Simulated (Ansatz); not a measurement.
A crystal relaxed with r2SCAN in the PAW code Ansatz has space group Fm-3m (No. 225) and a = 6.605 Å.

```tsv
atom	site	x	y	z
K	4a	0.0000	0.0000	0.0000
Xx	4b	0.5000	0.0000	0.0000
```

The r2SCAN gap is direct at Γ: 5.07 eV. The HSE06 gap is direct at Γ: 5.60 eV. Meshes: r2SCAN 6×6×6, HSE06 4×4×4. r2SCAN's ε∞ is 2.4 in all directions.

Q: Which element is Xx?
A. H
B. Br
C. Cl
D. I

A: B. Xx is Br: KBr (started from an entry of an open crystallographic database). K has 6 Br at 3.30 Å; Br has 6 K at 3.30 Å.

Calculated for a static, non-magnetic cell.

Spin-orbit coupling is left out.

The meshes of the hybrids are coarse, so their gaps aren't converged to the digits shown.
